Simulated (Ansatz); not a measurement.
Molecular dynamics on a 2×2×2 supercell (16 atoms) of CsBr (Pm-3m), relaxed with r2SCAN. Forces come from PBE in Ansatz 0.2.0: a Langevin thermostat at fixed volume, 450 K, steps of 1.5 fs. Classical nuclei, no spin polarisation; a few dozen steps show the first response, not equilibrium.

```yaml
crystal:
  lattice:
    - [8.6392009876, 0.0, 0.0]
    - [0.0, 8.6392009876, 0.0]
    - [0.0, 0.0, 8.6392009876]
  atoms:
    - { symbol: Cs, position: [0.0, 0.0, 0.0] }
    - { symbol: Br, position: [0.25, 0.25, 0.25] }
    - { symbol: Cs, position: [0.0, 0.0, 0.5] }
    - { symbol: Br, position: [0.25, 0.25, 0.75] }
    - { symbol: Cs, position: [0.0, 0.5, 0.0] }
    - { symbol: Br, position: [0.25, 0.75, 0.25] }
    - { symbol: Cs, position: [0.0, 0.5, 0.5] }
    - { symbol: Br, position: [0.25, 0.75, 0.75] }
    - { symbol: Cs, position: [0.5, 0.0, 0.0] }
    - { symbol: Br, position: [0.75, 0.25, 0.25] }
    - { symbol: Cs, position: [0.5, 0.0, 0.5] }
    - { symbol: Br, position: [0.75, 0.25, 0.75] }
    - { symbol: Cs, position: [0.5, 0.5, 0.0] }
    - { symbol: Br, position: [0.75, 0.75, 0.25] }
    - { symbol: Cs, position: [0.5, 0.5, 0.5] }
    - { symbol: Br, position: [0.75, 0.75, 0.75] }
kpoints:
  mp_grid: { grid: [2, 2, 2] }
hamiltonian:
  xc: pbe
scf:
  occupations: { method: fermi_dirac, width: 0.039 }
md:
  ensemble: nvt_langevin
  temperature: 450
  timestep: 1.5
  n_steps: 20
  initial_velocities: maxwell_boltzmann
  seed: 2001
```

Command: `ansatz run input.yaml --threads 4 --pin off --max-ram 3686MiB --backend cpu --events-out ev --progress --plain --runs-dir out`. It took 2.8 min on 4 threads of Arm Neoverse N1, on a shared host; peak host memory 1.8 GiB.

```tsv
step	t (fs)	T (K)	free energy F from step 0 (meV/atom)	kinetic energy (meV/atom)	largest force (eV/Å)
0	0	422	0.0	54.5	0.00
1	1.5	462	0.0	59.8	0.01
2	3	464	0.1	60.0	0.02
3	4.5	476	0.2	61.6	0.04
4	6	451	0.3	58.2	0.05
5	7.5	415	0.4	53.7	0.06
6	9	387	0.6	50.1	0.07
7	10.5	416	0.8	53.8	0.08
8	12	419	1.0	54.1	0.09
9	13.5	417	1.2	53.9	0.11
10	15	395	1.5	51.1	0.12
11	16.5	398	1.8	51.4	0.14
12	18	433	2.1	55.9	0.15
13	19.5	429	2.5	55.4	0.17
14	21	420	2.9	54.3	0.18
15	22.5	399	3.3	51.6	0.19
16	24	386	3.7	49.9	0.21
17	25.5	348	4.1	45.0	0.22
18	27	346	4.5	44.7	0.23
19	28.5	343	5.0	44.3	0.24
20	30	356	5.4	46.0	0.25
```

The temperature starts at 422 K, is lowest at step 19 (343 K, 28.5 fs) and ends at 356 K. The thermostat hasn't had time to restore it. By the last step the atoms have moved 0.09 Å in the root mean square, the drift of the whole cell taken out, 0.15 Å at most.

Positions (Å) and forces (eV/Å) at step 20:
```
Cs   0.017  -0.056  -0.043    -0.049   0.090   0.027
Br   2.112   2.144   2.196     0.079   0.037  -0.052
Cs   0.019   0.056   4.249    -0.015  -0.081   0.036
Br   2.095   2.216   6.551     0.047  -0.072  -0.057
Cs  -0.015   4.351  -0.023    -0.017  -0.038   0.013
Br   2.192   6.497   2.058    -0.034  -0.053   0.121
Cs   0.106   4.291   4.297    -0.150   0.095   0.013
Br   2.275   6.447   6.489    -0.137   0.037  -0.061
Cs   4.276   0.013   0.004     0.071   0.038   0.061
Br   6.458   2.207   2.140     0.027  -0.048  -0.020
Cs   4.351  -0.035   4.406    -0.072   0.027  -0.163
Br   6.405   2.063   6.391     0.102   0.203   0.096
Cs   4.368   4.331  -0.022    -0.007  -0.015   0.019
Br   6.486   6.472   2.186     0.016   0.015  -0.013
Cs   4.296   4.300   4.315     0.085   0.005  -0.030
Br   6.502   6.624   6.471     0.054  -0.239   0.011
```
